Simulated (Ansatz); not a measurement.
Crystal: HfO2.

```xyz
3
Lattice="0.0000 2.5575 2.5575 2.5575 0.0000 2.5575 2.5575 2.5575 0.0000" Properties=species:S:1:pos:R:3 pbc="T T T"
Hf    0.0000    0.0000    0.0000
O     3.8363    3.8363    3.8363
O     1.2788    1.2788    1.2788
```

Measurements of this composition are mostly on another form, of space group No. 14.

Base run:

- Program: Ansatz 0.2.0
- Functional: PBEsol
- Potentials or basis: all-electron LAPW, scalar-relativistic
- Cutoff: 343 eV
- Density cutoff: 1372 eV
- Basis error allowed: 0.002 eV/atom
- k mesh: 9 × 9 × 9
- Occupations: fermi-dirac, width 0.05 eV
- Spin: no spin polarisation
- Hubbard terms: Hf d U = 6 eV

Its results: band gap on the k mesh 4.81 eV, indirect (least direct gap 4.92 eV); pressure -1.0 GPa.

Question: The run is repeated on the same cell with these changes: hubbard terms from Hf d U = 6 eV to Hf d U = 2 eV. What comes out?

Answer: Band gap on the k mesh 4.02 eV, indirect (least direct gap 4.14 eV); pressure -7.4 GPa.

Caveats: U is the effective U less J, on atomic orbitals that reach past the spheres; spin-orbit coupling is left out, which moves the levels of the heavy elements; an odd mesh through Γ misses points on the zone boundary, where band edges often lie.

Not every run made on this cell is shown here.
